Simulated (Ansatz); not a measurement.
Write a Python script for Ansatz's Python interface that makes a relaxation driven by ASE of PtS2, space group P-3m1. Level of theory (first run): r2SCAN, PAW, the default cutoff (500 eV here), 6×6×4 k-points, Fermi-Dirac smearing of 0.1 eV.

```
CELL_PARAMETERS angstrom
3.54320 0.00000 0.00000
-1.77160 3.06850 0.00000
0.00000 0.00000 5.03880
ATOMIC_POSITIONS crystal
Pt 0.00000 0.00000 0.00000
S 0.33333 0.66667 0.22700
S 0.66667 0.33333 0.77300
```

`run_ase_relax.py`
```python
"""Relax PtS2 with an ASE optimiser on Ansatz forces."""

import warnings

import ansatz as az
from ase import Atoms
from ase.calculators.calculator import Calculator, all_changes
from ase.optimize import BFGSLineSearch
import numpy as np

SETTINGS = {
    "xc": "r2SCAN",
    "kmesh": (6, 6, 4),
    "occupations": "Fermi-Dirac",
    "width_ev": 0.1,
}


class DFT(Calculator):
    implemented_properties = ["energy", "free_energy", "forces"]

    def calculate(self, atoms=None, properties=("energy",), system_changes=all_changes):
        super().calculate(atoms, properties, system_changes)
        bare = self.atoms.copy()
        bare.set_constraint()
        bare.set_momenta(None)
        job = (
            az.Crystal.from_ase(bare).calculation()
            .functional(SETTINGS["xc"])
            .pseudopotentials("paw")
            .kpoints(*SETTINGS["kmesh"])
            .occupations(SETTINGS["occupations"], width=SETTINGS["width_ev"])
            .forces()
        )
        report = job.run(threads=1, backend="cpu").report
        self.results["energy"] = self.results["free_energy"] = report["lagrangian_ev"]
        self.results["forces"] = np.array(report["forces_ev_ang"])

warnings.simplefilter("ignore")
atoms = Atoms(
    ["Pt", "S", "S"],
    cell=[[3.5432, 0.0, 0.0], [-1.7716, 3.068501, 0.0], [0.0, 0.0, 5.0388]],
    scaled_positions=[
        [0.0, 0.0, 0.0],
        [1 / 3, 2 / 3, 0.227],
        [2 / 3, 1 / 3, 0.773],
    ],
    pbc=True,
)
atoms.rattle(0.04, seed=64)
atoms.calc = DFT()
before = atoms.get_potential_energy(), atoms.get_volume()
optimiser = BFGSLineSearch(atoms, logfile=None)


def tell():
    fmax = np.linalg.norm(atoms.get_forces(), axis=1).max()
    print(f"step {optimiser.nsteps:2d}  E = {atoms.get_potential_energy():.5f} eV  fmax = {fmax:.4f}  V = {atoms.get_volume():.3f} A^3")


optimiser.attach(tell)
met = optimiser.run(fmax=0.02, steps=20)
print("threshold met:", bool(met), " energy gained:", round(before[0] - atoms.get_potential_energy(), 5), "eV")
print("cell lengths and angles:", np.round(atoms.cell.cellpar(), 3))
print(np.round(atoms.get_scaled_positions(), 4))
```

Running `python run_ase_relax.py` prints:
```text
step  0  E = -14349.63915 eV  fmax = 1.2131  V = 54.783 A^3
step  1  E = -14349.72598 eV  fmax = 0.3107  V = 54.783 A^3
step  2  E = -14349.73088 eV  fmax = 0.0870  V = 54.783 A^3
step  3  E = -14349.73135 eV  fmax = 0.0091  V = 54.783 A^3
threshold met: True  energy gained: 0.09219 eV
cell lengths and angles: [  3.543   3.543   5.039  90.     90.    120.   ]
[[0.9975 0.9787 0.9896]
 [0.3307 0.6452 0.2326]
 [0.6641 0.312  0.7464]]
```

Caveats:
- Total energies depend on the potentials; only differences at equal settings carry meaning. A total without «per atom» is that of the cell as typed.
- The run is spin-unpolarised.
- The calculator gives ASE the free energy under both names; ASE's own meaning of energy is the limit of zero smearing.
- Spin-orbit coupling, which matters for elements this heavy, is left out.
- The starting cell is as deposited in a crystallographic database; the results hold for this polymorph, which needn't be the stable one.
- It ran for 72 s on 1 thread of Intel(R) Xeon(R) Platinum 8375C CPU @ 2.90GHz (Ice Lake), with other jobs on the host, peak memory 0.65 GiB.
